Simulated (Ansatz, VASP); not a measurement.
## TiPt3: VASP beside Ansatz

```
CELL_PARAMETERS angstrom
3.89700 0.00000 0.00000
0.00000 3.89700 0.00000
0.00000 0.00000 3.89700
ATOMIC_POSITIONS crystal
Ti 0.00000 0.00000 0.00000
Pt 0.00000 0.50000 0.50000
Pt 0.50000 0.00000 0.50000
Pt 0.50000 0.50000 0.00000
```

Alike in both runs: task single point; functional PBE; k mesh 6 × 6 × 6; occupations gaussian, width 0.1 eV; no spin polarisation.

|  | VASP | Ansatz |
| --- | --- | --- |
| version | VASP 6.6.1 | Ansatz 0.2.0 |
| potentials or method | VASP PAW PBE potentials, release 64 (Ti_sv, Pt) | scalar-relativistic, plane waves, PAW |
| plane-wave cutoff (eV) | 520 | 420 |
| valence electrons in the cell | 42 | 66 |

|  | VASP | Ansatz | Ansatz less VASP |
| --- | --- | --- | --- |
| gap on the k mesh at the Fermi level (eV) | none | none | - |
| pressure (GPa) | 9.7 | 10.1 | +0.38 |

A gap of «none» marks a metal or a gap that the smearing closes. The two sets of potentials don't hold the same shells in valence.

Spin-orbit coupling is left out, which matters for the levels of Pt.
